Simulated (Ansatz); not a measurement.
Co: all-electron results

```yaml
crystal:
  lattice:
    - [0.00000, 2.53929, 2.53929]
    - [2.53929, 0.00000, 2.53929]
    - [2.53929, 2.53929, 0.00000]
  atoms:
    - { symbol: Co, position: [0.00000, 0.00000, 0.00000] }
    - { symbol: Co, position: [0.25000, 0.25000, 0.25000] }
```

Atoms are numbered in the order listed.

The structure comes from a relaxation in the same program, started in the diamond type, and has space group Fd-3m. Whether it is a known phase or the ground state wasn't checked.

The magnetic state is the one reached from the start moments; no search over orders was made, so it needn't be the ground state.

Levels of theory: DFT, PBE, all-electron LAPW, scalar-relativistic (Ansatz 0.2.0); DFT, PBE, all-electron PAW with datasets made for the crystal, scalar-relativistic (Ansatz 0.2.0).

For LAPW: a Γ-centred 12×12×12 k mesh, Fermi–Dirac smearing of 0.05 eV, basis error target 0.5 meV/atom, spin-polarised from start moments Co1 2, Co2 2 μB. The crystal-made all-electron datasets (AE datasets) take a cutoff of 400 eV at this cell. The Ansatz runs share mesh, smearing and spin set-up. Values come from LAPW unless marked.

| Property | Result |
| --- | --- |
| Band gap | none: bands cross the Fermi level, a metal |
| Moment of the cell | 3.46 μB |
| Contact hyperfine fields (crystal-made datasets) | Co1 -38.1 T, core polarisation included, positive along the moment of the spin-up electrons |
| Pressure at this cell | 0.3 kbar |
| Volume per atom | 110.5 bohr³ |

(1) Density of states at the Fermi level (0.2 eV bin): what does the calculation give?

(2) Predict this quantity. Moments in the spheres.

Results:

(1) 2.25 states/eV per cell.

(2) Co1 1.76 μB.
